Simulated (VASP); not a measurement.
CaF2: relaxation of cell and atoms with LDA

Crystal: CaF2.

```
Ca F
1.0
     0.00000    2.71000    2.71000
     2.71000    0.00000    2.71000
     2.71000    2.71000    0.00000
Ca F
1 2
Cartesian
  0.0000 0.0000 0.0000
  1.3550 1.3550 1.3550
  4.0650 4.0650 4.0650
```

The cell was built by a generator and needn't be a form met in nature.

* Program: VASP 6.6.1
* Task: relaxation of cell and atoms
* Functional: LDA
* Potentials or basis: VASP PAW LDA potentials, release 64 (Ca_sv, F)
* Cutoff: 600 eV
* k mesh: 10 × 10 × 10
* Occupations: gaussian, width 0.02 eV
* Spin: no spin polarisation
* Further INCAR settings: ALGO = Normal; EDIFF = 1e-06; IBRION = 2; EDIFFG = -0.005; NSW = 40; ISIF = 3

```
Relaxed volume                         : 12.64 Å³/atom
Relaxed cell                           : a = 3.771 Å, b = 3.771 Å, c = 3.771 Å, α = 60.00°, β = 60.00°, γ = 60.00°
Space group after relaxing (to 0.05 Å) : Fm-3m (No. 225)
Energy gained by relaxing              : 9.0 meV/atom
Ionic steps                            : 3
Pressure after relaxing                : 0.0 GPa
Band gap on the k mesh                 : 7.33 eV, indirect (least direct gap 7.61 eV)
```

Step by step:
```csv
step,energy change (eV),largest force (eV/Å),pressure (GPa),volume (Å³)
1,0.0000,0.0000,-4.44,39.81
2,-0.0268,0.0000,0.54,37.73
3,-0.0271,0.0000,-0.01,37.92
```

Final structure:
```yaml
crystal:
  lattice:
    - [0.00000, 2.66660, 2.66660]
    - [2.66660, 0.00000, 2.66660]
    - [2.66660, 2.66660, 0.00000]
  atoms:
    - { symbol: Ca, position: [0.00000, 0.00000, 0.00000] }
    - { symbol: F, position: [0.25000, 0.25000, 0.25000] }
    - { symbol: F, position: [0.75000, 0.75000, 0.75000] }
```

Levels at points of the mesh, in eV from the valence-band top:
```
           k point  band 9  band 10  band 11  band 12  band 13  band 14  band 15  band 16
(0.00, 0.00, 0.00)   -2.41    -0.27    -0.27    -0.27     7.33     9.29     9.29    11.77
(0.50, 0.00, 0.00)   -1.42    -1.36    -0.90    -0.90     9.56     9.56    10.12    10.65
(0.50, 0.50, 0.00)   -1.78    -0.42    -0.42     0.00     8.05     9.84    10.39    11.31
```

Run time: 26 s on 1 thread of Intel(R) Xeon(R) 6975P-C (Granite Rapids), with other jobs on the host, peak memory 0.18 GiB.

A k mesh can miss the band edges. A hybrid or GW would open this gap; LDA tends to underestimate it.
